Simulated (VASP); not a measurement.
AlAs: band structure with PBEsol

AlAs:

```
Al As
1.0
     0.00000    2.84088    2.84088
     2.84088    0.00000    2.84088
     2.84088    2.84088    0.00000
Al As
1 1
Direct
  0.00000 0.00000 0.00000
  0.25000 0.25000 0.25000
```

```json
{
  "Program": "VASP 6.6.1",
  "Task": "band structure",
  "Functional": "PBEsol",
  "Potentials or basis": "VASP PAW PBE potentials, release 64 (Al, As)",
  "Cutoff": "520 eV",
  "k mesh": "6 × 6 × 6",
  "Occupations": "gaussian, width 0.03 eV",
  "Spin": "spin-orbit coupling, no magnetisation",
  "Further INCAR settings": "ALGO = Normal; EDIFF = 1e-06; NBANDS = 22"
}
```

| Property | Result |
| --- | --- |
| Pressure | 0.0 GPa |
| Valence electrons inside the program's atomic spheres | Al 0.77; As 2.90 |

It took 5.8 min on 1 thread of AMD EPYC 7R43 64-Core Processor (Zen 3), on a shared host, peak memory 0.26 GiB.

Caveat: the PAW data sets were made with another functional, which shifts forces and pressure a little.
